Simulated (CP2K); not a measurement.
BN:

```
N B
1.0
     2.56397    0.00000    0.00000
     1.28199    2.22046    0.00000
     1.28199    0.74015    2.09347
N B
1 1
Direct
  0.25000 0.25000 0.25000
  0.00000 0.00000 0.00000
```

The cell is a database's computed one.

Base run:

| Quantity | Value |
| --- | --- |
| Program | CP2K 2026.2 |
| Functional | PBE |
| Potentials or basis | POTENTIAL_UZH N GTH-PBE-q5, B GTH-PBE-q3; TZVP-MOLOPT-PBE-GTH basis |
| Density cutoff | 6123 eV |
| k mesh | 13 × 13 × 13 |
| Occupations | fermi-dirac, width 0.05 eV |
| Spin | no spin polarisation |

Its results: band gap on the k mesh 4.55 eV, indirect (least direct gap 8.74 eV); pressure 0.6 GPa.

Question: After a change of settings the same cell gave: band gap on the k mesh 4.33 eV, indirect (least direct gap 8.68 eV); pressure -2.6 GPa. Which change was it?
A. occupations from fermi-dirac, width 0.05 eV to gaussian, width 0.022 eV
B. functional from PBE to RPBE; ngrids from 4 to 5
C. occupations from fermi-dirac, width 0.05 eV to gaussian, width 0.025 eV; ngrids from 4 to 5
D. functional from PBE to PBEsol

Answer: D.

PBEsol binds more tightly than PBE, so the same cell stands under less pressure.

Caveats: the basis of atomic orbitals isn't converged, which shifts pressures, moduli and gaps; the potentials were made for another functional, which shifts forces and pressure (some runs).
